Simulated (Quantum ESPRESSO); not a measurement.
**CdS (Greenockite): zone-centre phonons under several settings**

```
CELL_PARAMETERS angstrom
4.15000 0.00000 0.00000
-2.07500 3.59401 0.00000
0.00000 0.00000 6.73700
ATOMIC_POSITIONS crystal
Cd 0.66667 0.33333 0.50000
Cd 0.33333 0.66667 0.00000
S 0.66667 0.33333 0.87500
S 0.33333 0.66667 0.37500
```

All runs used Quantum ESPRESSO 7.5; potentials GBRV 1.5 PBE; k mesh 4 × 4 × 2, shifted; no spin polarisation; cutoff 612 eV.

| level | geometry | occupations | volume (Å³/atom) | pressure (GPa) | lowest optical mode without the field (cm⁻¹) | highest optical mode without the field (cm⁻¹) |
| --- | --- | --- | --- | --- | --- | --- |
| PBE | relaxed at 0 GPa | smeared at first, fixed for the response | ? | 0.0 | ? | ? |
| PBE | relaxed at 25 GPa | fermi-dirac, width 0.05 eV | 19.90 | 25.7 | 56i | 428 |
| PBE | relaxed at 50 GPa | fermi-dirac, width 0.05 eV | 16.77 | 50.4 | 91i | 538 |
| PBE | relaxed at 80 GPa | fermi-dirac, width 0.05 eV | 12.93 | 80.7 | 26i | 460 |

What stands in the row left open?

Volume 26.22 Å³/atom; lowest optical mode without the field 43 cm⁻¹; highest optical mode without the field 281 cm⁻¹.

Values marked i are imaginary: the cell is unstable against those modes at that level, or the meshes are too thin.

Caveats: all runs use coarse meshes; the mesh is thin for the phonons of a metal (some runs); some modes are imaginary (some runs); the volume moved by over 15 % at a fixed basis, so the end points are rough (some runs); the cell is more than 3 GPa from zero pressure, which shifts response properties (some runs).

For the row left open. Caveat: the k mesh is coarse (spacing up to 0.47 Å⁻¹), so the values aren't converged.
